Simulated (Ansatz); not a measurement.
Molecular dynamics on a 2×2×1 supercell (12 atoms) of SnS2 (P-3m1), relaxed with r2SCAN+rVV10. Forces come from r2SCAN in the plane-wave code Ansatz: Langevin thermostat and barostat (NPT), 600 K, steps of 1 fs. Spin polarisation is off, nuclei are classical, and the run is far too short for thermal averages.

```yaml
crystal:
  lattice:
    - [7.3215149377, 0.0, 0.0]
    - [-3.6607574689, 6.3406179303, 0.0]
    - [0.0, 0.0, 5.9618049349]
  atoms:
    - { symbol: Sn, position: [0.0, 0.0, 0.0] }
    - { symbol: S, position: [0.1666666667, 0.3333333333, 0.2455903383] }
    - { symbol: S, position: [0.3333333333, 0.1666666667, 0.7544096617] }
    - { symbol: Sn, position: [0.0, 0.5, 0.0] }
    - { symbol: S, position: [0.1666666667, 0.8333333333, 0.2455903383] }
    - { symbol: S, position: [0.3333333333, 0.6666666667, 0.7544096617] }
    - { symbol: Sn, position: [0.5, 0.0, 0.0] }
    - { symbol: S, position: [0.6666666667, 0.3333333333, 0.2455903383] }
    - { symbol: S, position: [0.8333333333, 0.1666666667, 0.7544096617] }
    - { symbol: Sn, position: [0.5, 0.5, 0.0] }
    - { symbol: S, position: [0.6666666667, 0.8333333333, 0.2455903383] }
    - { symbol: S, position: [0.8333333333, 0.6666666667, 0.7544096617] }
kpoints:
  mp_grid: { grid: [3, 3, 2] }
hamiltonian:
  xc: r2scan
scf:
  occupations: { method: fermi_dirac, width: 0.052 }
md:
  ensemble: npt_langevin
  temperature: 600
  timestep: 1.0
  n_steps: 20
  initial_velocities: maxwell_boltzmann
  seed: 6953
```

Run as `ansatz run input.yaml --threads 4 --pin off --max-ram 3686MiB --backend cpu --events-out ev --progress --plain --runs-dir out`. It took 3.1 min on 4 threads of Arm Neoverse V2, with other jobs on the host; peak host memory 1.4 GiB.

| step | t (fs) | T (K) | free energy F from step 0 (meV/atom) | kinetic energy (meV/atom) | pressure (GPa) | volume (Å³/atom) | largest force (eV/Å) |
| --- | --- | --- | --- | --- | --- | --- | --- |
| 0 | 0 | 550 | 0.0 | 71.1 | 1.21 | 23.06 | 0.03 |
| 1 | 1 | 567 | 0.1 | 73.3 | 1.19 | 23.07 | 0.12 |
| 2 | 2 | 549 | 0.6 | 71.0 | 1.15 | 23.08 | 0.20 |
| 3 | 3 | 537 | 1.3 | 69.5 | 1.10 | 23.09 | 0.29 |
| 4 | 4 | 557 | 2.3 | 72.0 | 1.07 | 23.10 | 0.37 |
| 5 | 5 | 535 | 3.6 | 69.2 | 1.01 | 23.11 | 0.44 |
| 6 | 6 | 536 | 5.1 | 69.3 | 0.94 | 23.14 | 0.51 |
| 7 | 7 | 502 | 6.8 | 64.9 | 0.86 | 23.16 | 0.58 |
| 8 | 8 | 478 | 8.7 | 61.8 | 0.78 | 23.18 | 0.65 |
| 9 | 9 | 521 | 10.8 | 67.4 | 0.73 | 23.20 | 0.72 |
| 10 | 10 | 506 | 13.2 | 65.5 | 0.65 | 23.23 | 0.80 |
| 11 | 11 | 508 | 15.7 | 65.7 | 0.58 | 23.26 | 0.87 |
| 12 | 12 | 507 | 18.3 | 65.6 | 0.51 | 23.28 | 0.95 |
| 13 | 13 | 497 | 21.0 | 64.2 | 0.46 | 23.30 | 1.03 |
| 14 | 14 | 484 | 23.7 | 62.6 | 0.41 | 23.33 | 1.09 |
| 15 | 15 | 494 | 26.5 | 63.8 | 0.37 | 23.35 | 1.15 |
| 16 | 16 | 464 | 29.2 | 60.0 | 0.32 | 23.38 | 1.20 |
| 17 | 17 | 434 | 31.9 | 56.1 | 0.26 | 23.41 | 1.25 |
| 18 | 18 | 371 | 34.4 | 48.0 | 0.19 | 23.43 | 1.29 |
| 19 | 19 | 358 | 36.6 | 46.3 | 0.13 | 23.46 | 1.33 |
| 20 | 20 | 324 | 38.5 | 41.9 | 0.05 | 23.50 | 1.36 |

The temperature goes from 550 K to 324 K in 20 fs. The thermostat hasn't had time to restore it. The atoms start on their lattice sites with kinetic energy alone, so much of it first passes into potential energy.

Positions (Å) and forces (eV/Å) at step 20:
```
cell (Å): 7.367 0.000 0.000; -3.684 6.380 0.000; 0.000 0.000 5.999
Sn   0.025  -0.043   0.011    -0.680   0.341  -0.739
S   -0.098   2.094   1.466     0.482  -0.036  -0.242
S    1.898   0.993   4.547    -0.629   0.184   0.217
Sn  -1.798   3.241  -0.017     0.005  -1.142  -0.713
S   -1.816   5.270   1.391    -0.065   0.321   1.002
S    0.049   4.217   4.394    -0.041  -0.063   1.358
Sn   3.663  -0.007   0.046     0.623   0.203  -0.340
S    3.608   2.251   1.523     0.503  -0.824  -0.105
S    5.391   1.025   4.549     0.803   0.046   0.327
Sn   1.888   3.181   0.035    -0.829  -0.126  -0.546
S    1.844   5.283   1.474    -0.061   0.195  -0.082
S    3.711   4.113   4.546    -0.112   0.902  -0.138
```
